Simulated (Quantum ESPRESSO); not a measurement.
# ZnS (Wurtzite-4H) under changes of volume

One of the cells (19.805 Å³/atom); the others are scaled copies at fixed shape and fractional positions:

```
Zn S
1.0
     3.82270    0.00000    0.00000
    -1.91135    3.31056    0.00000
     0.00000    0.00000   12.52000
Zn S
4 4
Direct
  0.66667 0.33333 0.75000
  0.33333 0.66667 0.25000
  0.00000 0.00000 0.50000
  0.00000 0.00000 0.00000
  0.66667 0.33333 0.93750
  0.33333 0.66667 0.43750
  0.00000 0.00000 0.68750
  0.00000 0.00000 0.18750
```

- Program: Quantum ESPRESSO 7.5
- Functional: r2SCAN
- Potentials or basis: SG15 PBE 1.2
- Cutoff: 952 eV
- Density cutoff: 3810 eV
- k mesh: 3 × 3 × 1
- Occupations: fermi-dirac, width 0.05 eV
- Spin: no spin polarisation

```tsv
volume (Å³/atom)	energy over the lowest point (meV/atom)	pressure (GPa)	gap on the mesh (eV)	largest force (eV/Å)
18.617	22.59	5.8	2.91	0.115
19.013	10.42	3.8	2.81	0.107
19.409	3.05	2.0	2.71	0.099
19.805	0.00	0.3	2.62	0.093
20.202	0.80	-1.1	2.53	0.086
20.598	?	?	?	?
20.994	12.46	-3.7	2.36	0.076
```

Question: What does the run at 20.598 Å³/atom give?

Answer: Energy over the lowest point 5.06 meV/atom; pressure -2.5 GPa; gap on the mesh 2.44 eV; largest force 0.081 eV/Å.

Worked out: A Birch-Murnaghan fit of order 3 (a polynomial in V^(-2/3)) to the other rows has its minimum at 19.92 Å³/atom with B0 = V·E''(V) = 76 GPa and B' = 4.5 at fixed shape and positions, which overstates the stiffness. It gives 5.08 meV/atom at 20.598 Å³/atom, against the run's 5.06, and -dE/dV = -2.4 GPa, against -2.5. A straight line through the other rows of the gap, of slope -4.57 eV per unit of ln V (its deformation potential), gives 2.44 eV, against the run's 2.44.

Energies are extrapolated to zero smearing.

Caveats: all runs use coarse meshes; the potentials were made for another functional, which shifts forces and pressure.
